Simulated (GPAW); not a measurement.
# TiTe2 (P-3m1) in GPAW: reference runs

Aim: a first look at TiTe2 with PBEsol, on the cell as given and on a disturbed one.

Everything below comes from runs of GPAW 26.7.0. Logs are shortened: lines on timing, memory, paths and dates and some standing lists are left out, and cuts for length are marked. The log counts tension as positive stress, the text compression.

## 1. The crystal as given

Symmetry: P-3m1, No. 164, trigonal system. Conventional cell: a = 3.777 Å, b = 3.777 Å, c = 6.498 Å, α = 90.00°, β = 90.00°, γ = 120.00°. Te (site symmetry 3m) is surrounded by 3 Ti at 2.77 Å. Ti (site symmetry -3m) has 6 Te at 2.77 Å as nearest neighbours.

## 2. Single point, PBEsol

run.py reads:

```python
from ase import Atoms
from ase.dft.bandgap import bandgap
from ase.io import write
from ase.units import GPa
from gpaw import GPAW, PW, setup_paths

setup_paths.insert(0, '.')

atoms = Atoms(['Te', 'Te', 'Ti'],
              cell=[[3.777, 0.0, 0.0],
                    [-1.8885, 3.2709779501, 0.0],
                    [0.0, 0.0, 6.498]],
              scaled_positions=[[0.3333333333, 0.6666666667, 0.7372],
                                [0.6666666667, 0.3333333333, 0.2628],
                                [0.0, 0.0, 0.0]],
              pbc=True)

calc = GPAW(mode=PW(600),
            xc='PBEsol',
            kpts={'size': (8, 8, 4), 'gamma': True},
            occupations={'name': 'fermi-dirac', 'width': 0.05},
            nbands=24,
            convergence={'density': 1e-05, 'energy': 1e-05},
            maxiter=150,
            txt='gpaw.txt')
atoms.calc = calc
energy = atoms.get_potential_energy()
forces = atoms.get_forces()
stress = atoms.get_stress()
calc.write('gs.gpw')
write('result.traj', atoms)
print(f'Energy: {energy:.6f} eV')
print('Forces (eV/A):')
print(forces.round(4))
print('Stress (GPa):', (stress / GPa).round(3))
print('Fermi level:', round(calc.get_fermi_level(), 4), 'eV')
print(f'Gap: {bandgap(calc)[0]:.4f} eV, direct: {bandgap(calc, direct=True)[0]:.4f} eV')
```

Potentials or basis: PAW data sets generated in the run's folder for this functional, pw.

On the command line:

```bash
$ gpaw-setup -f PBEsol Te Ti
$ OMP_NUM_THREADS=1 python run.py
```

gpaw.txt:

```text
__  _  _
 | _ |_)|_||  |
 |__||  | ||/\| - 26.7.0

Input parameters:
  mode=PW(ecut=600.0),
  convergence={'density': 1e-05, 'energy': 1e-05},
  kpts=MonkhorstPack(size=(8, 8, 4), gamma=True),
  maxiter=150,
  nbands=24,
  occupations=Occupations(name='fermi-dirac', width=0.05),
  xc=XC(name='PBEsol')

Diagonalizing LCAO Hamiltonian
Converting LCAO to pw mode

        Te

            Te

       Ti

Atoms  # Å, Bohr magnetons
|   | symbol |         x |        y |        z |    initial magnetic moments |
|---|--------|-----------|----------|----------|-----------------------------|
| 0 |     Te | -0.000000 | 2.180652 | 4.790326 | ( 0.0000,  0.0000,  0.0000) |
| 1 |     Te |  1.888500 | 1.090326 | 1.707674 | ( 0.0000,  0.0000,  0.0000) |
| 2 |     Ti |  0.000000 | 0.000000 | 0.000000 | ( 0.0000,  0.0000,  0.0000) |

Unit cell  # Å
| periodic |         x |        y |        z |  lengths |     angles |
|----------|-----------|----------|----------|----------|------------|
|      yes |  3.777000 | 0.000000 | 0.000000 | 3.777000 |  90.000000 |
|      yes | -1.888500 | 3.270978 | 0.000000 | 3.777000 |  90.000000 |
|      yes |  0.000000 | 0.000000 | 6.498000 | 6.498000 | 120.000000 |

Number of symmetries: 12
Symmetry operations  # r_c * U_cc + t_c -> r_c
|    | kind |            matrix            |
|----|------|------------------------------|
|  0 |  σ   |  1, 1, 0,  0,-1, 0,  0, 0, 1 |
|  1 |  S6  |  1, 1, 0, -1, 0, 0,  0, 0,-1 |
|  2 |  E   |  1, 0, 0,  0, 1, 0,  0, 0, 1 |
|  3 |  C2  |  1, 0, 0, -1,-1, 0,  0, 0,-1 |
|  4 |  C2  |  0, 1, 0,  1, 0, 0,  0, 0,-1 |
|  5 |  C3  |  0, 1, 0, -1,-1, 0,  0, 0, 1 |
|  6 |  S6  |  0,-1, 0,  1, 1, 0,  0, 0,-1 |
|  7 |  σ   |  0,-1, 0, -1, 0, 0,  0, 0, 1 |
|  8 |  σ   | -1, 0, 0,  1, 1, 0,  0, 0, 1 |
|  9 |  i   | -1, 0, 0,  0,-1, 0,  0, 0,-1 |
| 10 |  C3  | -1,-1, 0,  1, 0, 0,  0, 0, 1 |
| 11 |  C2  | -1,-1, 0,  0, 1, 0,  0, 0,-1 |

BZ-sampling:
  Number of BZ points: 256
  Number of IBZ points: 35

  Monkhorst-Pack size: [8, 8, 4]
  Monkhorst-Pack shift: [0.0625, 0.0625, 0.125]

K-points  # in reciprocal-cell coordinates
|     |                                coordinates |     weight |
|-----|--------------------------------------------|------------|
|   0 | (  0.00000000,   0.00000000,   0.00000000) | 0.00390625 |
|   1 | (  0.00000000,   0.00000000,   0.25000000) | 0.00781250 |
|   2 | (  0.00000000,   0.00000000,   0.50000000) | 0.00390625 |
|   3 | (  0.12500000,   0.00000000,  -0.25000000) | 0.02343750 |
|   4 | (  0.12500000,   0.00000000,   0.00000000) | 0.02343750 |
|   5 | (  0.12500000,   0.00000000,   0.25000000) | 0.02343750 |
|   6 | (  0.12500000,   0.00000000,   0.50000000) | 0.02343750 |
|   7 | (  0.25000000,  -0.12500000,   0.00000000) | 0.02343750 |
|   8 | (  0.25000000,  -0.12500000,   0.25000000) | 0.04687500 |
|   9 | (  0.25000000,  -0.12500000,   0.50000000) | 0.02343750 |
| ... |                                            |            |
|  34 | (  0.50000000,   0.50000000,   0.50000000) | 0.01171875 |

Plane wave coefficients: 2714
Cutoff: 600.0 eV

Spin-components: 1 (collinear spins)
Bands:           24
Projectors:      16
Spin-degeneracy: 2
Datatype:        complex128

Parallelization:
  kpt:    1
  domain: 1
  band:   1

Density:
  Valence electrons: 24.0
  Components: 1
  Grid points: [24 24 40]
  Charge: 0.0  # |e|

Potential:
  Grid points: [24 24 40]

species:
  Te:
    name:    Tellurium
    Z:       52.0
    valence: 6
    core:    46
    charge:  0.0  # [|e|]
    compensation charges:
      type: gauss
      rc: 0.36  # [Å]
      lmax: 2
    cutoffs:
      filter: 2.09  # [Å]
      core: 3.17  # [Å]
    projectors
    | kind |    occ | energy [eV] | rcut [Å] |
    |------|--------|-------------|----------|
    |   5s |  2.000 |     -15.132 |    1.180 |
    |   5p |  4.000 |      -5.970 |    1.196 |
    |    s |        |      12.080 |    1.180 |
    |    p |        |      21.241 |    1.196 |
    |    d |        |       0.000 |    1.238 |

    Using partial waves for Te as LCAO basis

  Ti:
    name:    Titanium
    Z:       22.0
    valence: 12
    core:    10
    charge:  0.0  # [|e|]
    compensation charges:
      type: gauss
      rc: 0.38  # [Å]
      lmax: 2
    cutoffs:
      filter: 2.23  # [Å]
      core: 1.02  # [Å]
    projectors
    | kind |    occ | energy [eV] | rcut [Å] |
    |------|--------|-------------|----------|
    |   3s |  2.000 |     -62.441 |    1.270 |
    |   4s |  2.000 |      -4.477 |    1.270 |
    |   3p |  6.000 |     -38.776 |    1.058 |
    |   4p |  0.000 |      -1.449 |    1.058 |
    |   3d |  2.000 |      -4.275 |    1.058 |
    |    d |        |      22.937 |    1.058 |

    Using partial waves for Ti as LCAO basis

Reference energy: -392621.564804  # eV

eigensolver:
  PPCG
  Converge bands: occupied
  niter=2

density mixing:
  MSR1-Mixer
  Pratt-step length: 0.05
  Maximum mixing coefficient: 0.75
  Old densities: 10
  SVD Regularization: 0.005
  Good broyden scale: 1.0
  Trust region scale: 1.0
  Backstep threshold: 4.0
  History deletion threshold: 6.0
  Fourier metric: weight=20.0, sigma=0.015

occupation numbers:
  Fermi-Dirac:
    width: 0.0500  # eV

poisson solver:
  ecut: 4800.0  # eV

xc functional:
  name: PBEsol with 2 nearest neighbor stencil

convergence criteria:
- Maximum integral of absolute [dens]ity change: 1e-05 electrons / valence electron
- Maximum [total energy] change in last 3 cyles: 1e-05 eV / valence electron
- Maximum integral of absolute [eigenst]ate change: 4e-08 eV^2 / valence electron
maximum number of iterations: 150

SCF iterations
|iter     | |      energy | eigst |  dens |
|---------|-|-------------|-------|-------|
|iter:   1| |  -16.704287 | +0.03 |       |
|iter:   2| |  -16.659197 | -2.33 | -1.23 |
|iter:   3| |  -16.870867 | -1.46 | -1.27 |
|iter:   4| |  -16.669546 | -1.97 | -1.16 |
|iter:   5| |  -16.494691 | -2.56 | -1.34 |
|iter:   6| |  -16.494884 | -3.11 | -1.93 |
|iter:   7| |  -16.492757 | -4.01 | -2.37 |
|iter:   8| |  -16.492705 | -4.85 | -3.02 |
|iter:   9| |  -16.492705c| -6.77 | -3.94 |
|iter:  10| |  -16.492705c| -7.99c| -4.56 |
|iter:  11| |  -16.492705c| -8.40c| -5.19c|

Converged in 11 steps
Energy contributions relative to reference atoms: (reference = -392621.564804)

Energy contributions:
  Kinetic:          20.040420
  Coulomb:         -20.884958
  Zero:              0.280802
  External:          0.000000
  Xc:              -15.923153
  Entropy:          -0.011630
  Spinorbit:         0.000000
  ----------------------------
  Free energy:     -16.498521
  Extrapolated:    -16.492705

dipole moment: (-6.023491, -10.432992, -20.725783)  # |e|*Ang

Fermi level: 6.492
Eigenvalues  # (at kpt = [0.000, 0.000, 0.000])
| band index |      eig [eV] | occ [0-2] |
|------------|---------------|-----------|
|          0 |       -50.722 |     2.000 |
|          1 |       -27.089 |     2.000 |
|          2 |       -27.089 |     2.000 |
|          3 |       -27.054 |     2.000 |
|          4 |        -5.893 |     2.000 |
|          5 |        -4.387 |     2.000 |
|          6 |         1.270 |     2.000 |
|          7 |         4.841 |     2.000 |
|          8 |         4.841 |     2.000 |
|          9 |         6.840 |     0.002 |
|         10 |         6.904 |     0.001 |
|         11 |         6.904 |     0.001 |
|         12 |         7.097 |     0.000 |
|         13 |         7.588 |     0.000 |
|         14 |         7.588 |     0.000 |
|         15 |         9.595 |     0.000 |
|         16 |         9.595 |     0.000 |
|        ... |               |           |
|         23 |        16.988 |     0.000 |

No gap
No difference between direct/indirect transitions

Forces  # eV/Ang
|        x |        y |        z |
|----------|----------|----------|
|  0.00000 | -0.00000 |  0.12613 |  # Te   0
| -0.00000 |  0.00000 | -0.12613 |  # Te   1
|  0.00000 |  0.00000 |  0.00000 |  # Ti   2

Stress tensor  # eV/Ang^3
|         x |         y |         z |
|-----------|-----------|-----------|
|  0.017512 | -0.000000 |  0.000000 |
| -0.000000 |  0.017512 | -0.000000 |
|  0.000000 | -0.000000 |  0.013913 |

# Writing to gs.gpw (mode='')
```

It took 38 s on 1 thread of Intel Xeon Platinum 8488C (Sapphire Rapids), shared host; peak memory 0.22 GiB.

Results:

```
Free energy            : -16.4985 eV
Pressure               : -2.6 GPa
Largest force          : 0.126 eV/Å
Band gap on the k mesh : none (metal or under the smearing width)
```

Forces in eV/Å, atoms in the order of the input:
```
Te   0.000  0.000  0.126
Te   0.000  0.000 -0.126
Ti   0.000  0.000  0.000
```

Levels at points of the mesh, in eV from the Fermi level:
| k point | band 8 | band 9 | band 10 | band 11 | band 12 | band 13 | band 14 | band 15 | band 16 | band 17 |
| --- | --- | --- | --- | --- | --- | --- | --- | --- | --- | --- |
| (0.00, 0.00, 0.00) | -1.65 | -1.65 | 0.35 | 0.41 | 0.41 | 0.60 | 1.10 | 1.10 | 3.10 | 3.10 |
| (0.00, 0.00, 0.50) | -2.65 | -1.58 | -1.58 | 0.40 | 0.40 | 0.78 | 0.78 | 1.03 | 3.54 | 3.54 |
| (0.50, 0.50, 0.00) | -3.68 | -2.70 | -2.38 | -1.72 | -1.12 | 0.03 | 1.17 | 1.49 | 2.43 | 3.40 |
| (0.50, 0.50, 0.50) | -4.54 | -2.38 | -2.00 | -0.95 | -0.59 | -0.27 | 1.16 | 1.47 | 2.65 | 3.53 |

Caveat: this functional lacks dispersion, which binds the layers, so the pressure and a relaxed spacing across them are unreliable.

## 3. Single point, PBEsol (atoms moved at random, drawn with an rms of 0.05 Å)

Edit run.py of step 2 so:

```diff
@@ -12,5 +12,5 @@
                     [0.0, 0.0, 6.498]],
-              scaled_positions=[[0.3333333333, 0.6666666667, 0.7372],
-                                [0.6666666667, 0.3333333333, 0.2628],
-                                [0.0, 0.0, 0.0]],
+              scaled_positions=[[0.338833, 0.660744, 0.741906],
+                                [0.667394, 0.338002, 0.267244],
+                                [-0.001254, -0.000186, 0.0024]],
               pbc=True)
```

Potentials or basis: PAW data sets generated in the run's folder for this functional, pw.

On the command line:

```bash
$ gpaw-setup -f PBEsol Te Ti
$ OMP_NUM_THREADS=1 python run.py
```

gpaw.txt:

```text
__  _  _
 | _ |_)|_||  |
 |__||  | ||/\| - 26.7.0

Input parameters:
  mode=PW(ecut=600.0),
  convergence={'density': 1e-05, 'energy': 1e-05},
  kpts=MonkhorstPack(size=(8, 8, 4), gamma=True),
  maxiter=150,
  nbands=24,
  occupations=Occupations(name='fermi-dirac', width=0.05),
  xc=XC(name='PBEsol')

Diagonalizing LCAO Hamiltonian
Converting LCAO to pw mode

         Te

            Te

       Ti

Atoms  # Å, Bohr magnetons
|   | symbol |         x |         y |        z |    initial magnetic moments |
|---|--------|-----------|-----------|----------|-----------------------------|
| 0 |     Te |  0.031957 |  2.161279 | 4.820905 | ( 0.0000,  0.0000,  0.0000) |
| 1 |     Te |  1.882430 |  1.105597 | 1.736552 | ( 0.0000,  0.0000,  0.0000) |
| 2 |     Ti | -0.004385 | -0.000608 | 0.015595 | ( 0.0000,  0.0000,  0.0000) |

Unit cell  # Å
| periodic |         x |        y |        z |  lengths |     angles |
|----------|-----------|----------|----------|----------|------------|
|      yes |  3.777000 | 0.000000 | 0.000000 | 3.777000 |  90.000000 |
|      yes | -1.888500 | 3.270978 | 0.000000 | 3.777000 |  90.000000 |
|      yes |  0.000000 | 0.000000 | 6.498000 | 6.498000 | 120.000000 |

Number of symmetries: 1
Symmetry operations  # r_c * U_cc + t_c -> r_c
|   | kind |            matrix            |
|---|------|------------------------------|
| 0 |  E   |  1, 0, 0,  0, 1, 0,  0, 0, 1 |

BZ-sampling:
  Number of BZ points: 256
  Number of IBZ points: 132

  Monkhorst-Pack size: [8, 8, 4]
  Monkhorst-Pack shift: [0.0625, 0.0625, 0.125]

K-points  # in reciprocal-cell coordinates
|     |                                coordinates |     weight |
|-----|--------------------------------------------|------------|
|   0 | (  0.00000000,   0.00000000,   0.00000000) | 0.00390625 |
|   1 | (  0.00000000,   0.00000000,   0.25000000) | 0.00781250 |
|   2 | (  0.00000000,   0.00000000,   0.50000000) | 0.00390625 |
|   3 | (  0.00000000,   0.12500000,  -0.25000000) | 0.00781250 |
|   4 | (  0.00000000,   0.12500000,   0.00000000) | 0.00781250 |
|   5 | (  0.00000000,   0.12500000,   0.25000000) | 0.00781250 |
|   6 | (  0.00000000,   0.12500000,   0.50000000) | 0.00781250 |
|   7 | (  0.00000000,   0.25000000,  -0.25000000) | 0.00781250 |
|   8 | (  0.00000000,   0.25000000,   0.00000000) | 0.00781250 |
|   9 | (  0.00000000,   0.25000000,   0.25000000) | 0.00781250 |
| ... |                                            |            |
| 131 | (  0.50000000,   0.50000000,   0.50000000) | 0.00390625 |

Plane wave coefficients: 2714
Cutoff: 600.0 eV

Spin-components: 1 (collinear spins)
Bands:           24
Projectors:      16
Spin-degeneracy: 2
Datatype:        complex128

Parallelization:
  kpt:    1
  domain: 1
  band:   1

Density:
  Valence electrons: 24.0
  Components: 1
  Grid points: [24 24 40]
  Charge: 0.0  # |e|

Potential:
  Grid points: [24 24 40]

species:
  Te:
    name:    Tellurium
    Z:       52.0
    valence: 6
    core:    46
    charge:  0.0  # [|e|]
    compensation charges:
      type: gauss
      rc: 0.36  # [Å]
      lmax: 2
    cutoffs:
      filter: 2.09  # [Å]
      core: 3.17  # [Å]
    projectors
    | kind |    occ | energy [eV] | rcut [Å] |
    |------|--------|-------------|----------|
    |   5s |  2.000 |     -15.132 |    1.180 |
    |   5p |  4.000 |      -5.970 |    1.196 |
    |    s |        |      12.080 |    1.180 |
    |    p |        |      21.241 |    1.196 |
    |    d |        |       0.000 |    1.238 |

    Using partial waves for Te as LCAO basis

  Ti:
    name:    Titanium
    Z:       22.0
    valence: 12
    core:    10
    charge:  0.0  # [|e|]
    compensation charges:
      type: gauss
      rc: 0.38  # [Å]
      lmax: 2
    cutoffs:
      filter: 2.23  # [Å]
      core: 1.02  # [Å]
    projectors
    | kind |    occ | energy [eV] | rcut [Å] |
    |------|--------|-------------|----------|
    |   3s |  2.000 |     -62.441 |    1.270 |
    |   4s |  2.000 |      -4.477 |    1.270 |
    |   3p |  6.000 |     -38.776 |    1.058 |
    |   4p |  0.000 |      -1.449 |    1.058 |
    |   3d |  2.000 |      -4.275 |    1.058 |
    |    d |        |      22.937 |    1.058 |

    Using partial waves for Ti as LCAO basis

Reference energy: -392621.564804  # eV

eigensolver:
  PPCG
  Converge bands: occupied
  niter=2

density mixing:
  MSR1-Mixer
  Pratt-step length: 0.05
  Maximum mixing coefficient: 0.75
  Old densities: 10
  SVD Regularization: 0.005
  Good broyden scale: 1.0
  Trust region scale: 1.0
  Backstep threshold: 4.0
  History deletion threshold: 6.0
  Fourier metric: weight=20.0, sigma=0.015

occupation numbers:
  Fermi-Dirac:
    width: 0.0500  # eV

poisson solver:
  ecut: 4800.0  # eV

xc functional:
  name: PBEsol with 2 nearest neighbor stencil

convergence criteria:
- Maximum integral of absolute [dens]ity change: 1e-05 electrons / valence electron
- Maximum [total energy] change in last 3 cyles: 1e-05 eV / valence electron
- Maximum integral of absolute [eigenst]ate change: 4e-08 eV^2 / valence electron
maximum number of iterations: 150

SCF iterations
|iter     | |      energy | eigst |  dens |
|---------|-|-------------|-------|-------|
|iter:   1| |  -16.700217 | +0.03 |       |
|iter:   2| |  -16.655076 | -2.33 | -1.23 |
|iter:   3| |  -16.870231 | -1.45 | -1.27 |
|iter:   4| |  -16.664792 | -1.96 | -1.16 |
|iter:   5| |  -16.490255 | -2.56 | -1.34 |
|iter:   6| |  -16.490419 | -3.11 | -1.93 |
|iter:   7| |  -16.488296 | -4.02 | -2.37 |
|iter:   8| |  -16.488246 | -4.85 | -3.02 |
|iter:   9| |  -16.488245c| -6.37 | -3.81 |
|iter:  10| |  -16.488244c| -7.22 | -3.97 |
|iter:  11| |  -16.488244c| -7.64c| -4.67 |
|iter:  12| |  -16.488244c| -8.22c| -5.25c|

Converged in 12 steps
Energy contributions relative to reference atoms: (reference = -392621.564804)

Energy contributions:
  Kinetic:          20.176710
  Coulomb:         -20.998404
  Zero:              0.280703
  External:          0.000000
  Xc:              -15.941451
  Entropy:          -0.011606
  Spinorbit:         0.000000
  ----------------------------
  Free energy:     -16.494047
  Extrapolated:    -16.488244

dipole moment: (6.083094, 10.404766, -20.255194)  # |e|*Ang

Fermi level: 6.493
Eigenvalues  # (at kpt = [0.000, 0.000, 0.000])
| band index |      eig [eV] | occ [0-2] |
|------------|---------------|-----------|
|          0 |       -50.721 |     2.000 |
|          1 |       -27.088 |     2.000 |
|          2 |       -27.088 |     2.000 |
|          3 |       -27.053 |     2.000 |
|          4 |        -5.895 |     2.000 |
|          5 |        -4.387 |     2.000 |
[... 9 lines left out ...]
|         15 |         9.549 |     0.000 |
|         16 |         9.646 |     0.000 |
|        ... |               |           |
|         23 |        16.941 |     0.000 |

No gap
No difference between direct/indirect transitions

Forces  # eV/Ang
|        x |        y |        z |
|----------|----------|----------|
| -0.12400 |  0.07896 |  0.03523 |  # Te   0
|  0.04158 | -0.07018 | -0.19208 |  # Te   1
|  0.08243 | -0.00877 |  0.15687 |  # Ti   2

Stress tensor  # eV/Ang^3
|         x |         y |         z |
|-----------|-----------|-----------|
|  0.018126 | -0.001038 | -0.003021 |
| -0.001038 |  0.016325 |  0.002745 |
| -0.003021 |  0.002745 |  0.013408 |

# Writing to gs.gpw (mode='')
```

Wall time 2.2 min (1 thread of Intel Xeon Platinum 8488C (Sapphire Rapids), shared host); peak memory 0.37 GiB.

What came out:

```
Free energy            : -16.4940 eV
Pressure               : -2.6 GPa
Largest force          : 0.209 eV/Å
Band gap on the k mesh : none (metal or under the smearing width)
```

Forces on the atoms (eV/Å):
```
Te  -0.124  0.079  0.035
Te   0.042 -0.070 -0.192
Ti   0.082 -0.009  0.157
```
